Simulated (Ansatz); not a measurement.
## CaB$_{2}$: what symmetry allows forces and stress to be

```
Ca B
1.0
     3.37075    0.00000    0.00000
    -1.68537    2.91915    0.00000
     0.00000    0.00000    4.31034
Ca B
1 2
Direct
  0.00000 0.00000 0.01933
  0.33333 0.66667 0.46531
  0.66667 0.33333 0.51536
```

All numbers below come from DFT PBEsol, scalar-relativistic, plane waves, PAW in Ansatz 0.2.0.

Settings: cutoff 420 eV, Γ-centred mesh 12×12×8 on the computed 3-atom cell, Gaussian smearing of 0.10 eV; no spin polarisation.

This distorted cell has space group P3m1, with 6 operations.

Q: Without a calculation: in which directions can each atom feel a force?

A: A force must be left unchanged by every operation that keeps its atom in place, so it lies in the space that those operations leave fixed. Atoms that the group maps onto each other feel forces of one size.
| atom | site symmetry | operations at the site | equivalent to atom | allowed force (Cartesian) |
| --- | --- | --- | --- | --- |
| Ca1 | 3m. | 6 | 1 | along (0.00, 0.00, 1.00) |
| B2 | 3m. | 6 | 2 | along (0.00, 0.00, 1.00) |
| B3 | 3m. | 6 | 3 | along (0.00, 0.00, 1.00) |

That leaves 3 independent force components of 9, tied by 1 condition that the forces sum to zero, so 2 remain. A relaxation in this cell that keeps the symmetry moves the atoms in these directions alone.

Q: And the stress tensor?

A: It must be invariant under the point group, which leaves 2 independent components: yz, xz, xy vanish; xx = yy.

Q: Do the computed values obey this?

A: Yes. Forces (eV/Å):
```
Ca1  0.000  0.000 -0.455
B2   0.000  0.000  1.671
B3   0.000  0.000 -1.217
```

Stress (GPa, compression positive, xx yy zz yz xz xy): -14.43 -14.43 -15.82 0.00 0.00 0.00. The program imposes the same operations on density, forces and stress, so this confirms the analysis and is no independent test of the calculation.